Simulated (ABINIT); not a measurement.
BN:

```xyz
4
Lattice="2.4982 0.0000 0.0000 -1.2491 2.1635 0.0000 0.0000 0.0000 6.6357" Properties=species:S:1:pos:R:3 pbc="T T T"
N     1.2491    0.7212    1.6589
N     0.0000    1.4424    4.9768
B     1.2491    0.7212    4.9768
B     0.0000    1.4424    1.6589
```

Base run:

| Property | Result |
| --- | --- |
| Program | ABINIT 10.8.3 (patched build) |
| Functional | LDA-PZ |
| Potentials or basis | JTH PAW LDA v2.0 |
| Cutoff | 680 eV |
| k mesh | 12 × 12 × 4 |
| Occupations | fermi-dirac, width 0.05 eV |
| Spin | no spin polarisation |

Its results: band gap on the k mesh 4.08 eV, indirect (least direct gap 4.50 eV).

**Question.** The run is repeated on the same cell with these changes: functional from LDA-PZ to LDA; k mesh from 12 × 12 × 4 to 7 × 7 × 2. What comes out?

**Answer.** Band gap on the k mesh 4.30 eV, indirect (least direct gap 4.52 eV).

Several settings changed at once, so the effect can't be laid on one alone.

Caveats: some runs use coarse meshes; the atomic spheres overlap; an odd mesh through Γ misses points on the zone boundary, where band edges often lie (some runs).
